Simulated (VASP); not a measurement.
Set up this calculation in VASP 6.6.1, as the native input.

```
Task                   : single point
Functional             : PBE
Dispersion             : D3(BJ)
Potentials or basis    : VASP PAW PBE potentials, release 64 (C, Cl, H)
Cutoff                 : 520 eV
k mesh                 : 1 × 1 × 1
Occupations            : fermi-dirac, width 0.05 eV
Spin                   : no spin polarisation
Dipole correction      : no
Further INCAR settings : LREAL = Auto; ALGO = Normal; EDIFF = 1e-06; NBANDS = 82
```

The structure of H3CCl lies in POSCAR:

```
H3CCl
1.0
    9.8538750000      0.0000000000      0.0000000000
    0.0000000000      9.8538750000      0.0000000000
    0.0000000000      0.0000000000      9.8538750000
C Cl H
8 8 24
Direct
    0.0008587000      0.2592094000      0.1955634000
    0.1337792000      0.6535080000      0.2417975000
    0.4564174000      0.1539291000      0.1861875000
    0.9723778000      0.5120557000      0.8360817000
    0.3906736000      0.5099113000      0.6245938000
    0.9086374000      0.9304852000      0.3164402000
    0.7867366000      1.0038156000      0.8253654000
    0.8099334000      0.5700571000      0.3397285000
    0.0177932000      0.2467794000      0.3747056000
    0.1916040000      0.7247040000      0.3971056000
    0.4112267000      0.3003670000      0.2813030000
    0.8277603000      0.5557181000      0.9346341000
    0.4784343000      0.5927114000      0.4905214000
    0.8410971000      0.9888402000      0.4731763000
    0.8892937000      0.8662715000      0.7697157000
    0.8731710000      0.5756206000      0.5085576000
    0.0136699000      0.3647227000      0.1656157000
    0.0783776000      0.1967004000      0.1478404000
   -0.0995584000      0.2236090000      0.1665279000
    0.0890740000      0.7335009000      0.1801807000
    0.2196235000      0.6085368000      0.1888600000
    0.0581968000      0.5760783000      0.2638424000
    0.4986674000      0.1858067000      0.0892711000
    0.5314518000      0.0961111000      0.2429409000
    0.3660507000      0.0926437000      0.1696950000
    0.9387909000      0.4634900000      0.7427686000
    1.0288235000      0.6040210000      0.8126234000
    1.0356605000      0.4426484000      0.8941503000
    0.4225412000      0.5538421000      0.7207633000
    0.2820899000      0.5243235000      0.6105971000
    0.4151149000      0.4022484000      0.6222813000
    0.9156770000      1.0156826000      0.2465410000
    1.0089330000      0.8878767000      0.3343106000
    0.8415328000      0.8531371000      0.2751090000
    0.6884911000      0.9646691000      0.8571367000
    0.8367570000      1.0537468000      0.9102116000
    0.7738737000      1.0749590000      0.7418957000
    0.7596133000      0.6657271000      0.3171636000
    0.8944140000      0.5545040000      0.2703371000
    0.7381055000      0.4866262000      0.3311216000
```

The cell was built by a generator and needn't be a form met in nature.

One way to write it, as run:

INCAR

```
PREC = Accurate
ENCUT = 520
EDIFF = 1E-6
ISMEAR = -1
SIGMA = 0.05
LREAL = Auto
LASPH = True
NELM = 100
ALGO = Normal
ISIF = 2
LWAVE = False
LCHARG = True
GGA = PE
IVDW = 12
LELF = True
LVHAR = True
NBANDS = 82
```

KPOINTS

```
regular mesh
0
Gamma
  1 1 1
```

Potentials or basis: VASP PAW PBE potentials, release 64 (C, Cl, H).

Run with:

```console
$ cat potpaw_PBE.64/C/POTCAR potpaw_PBE.64/Cl/POTCAR potpaw_PBE.64/H/POTCAR > POTCAR
$ mpirun -np 1 vasp_gam > vasp.out
```

It gave:

```yaml
Pressure: 0.5 GPa
Largest_force: 0.400 eV/Å
Band_gap_on_the_k_mesh: 4.62 eV, direct
Dispersion_energy_per_atom: -0.037 eV
```

It took 2.2 min on 1 thread of Intel(R) Xeon(R) Platinum 8488C (Sapphire Rapids), on a shared host, peak memory 0.9 GiB.
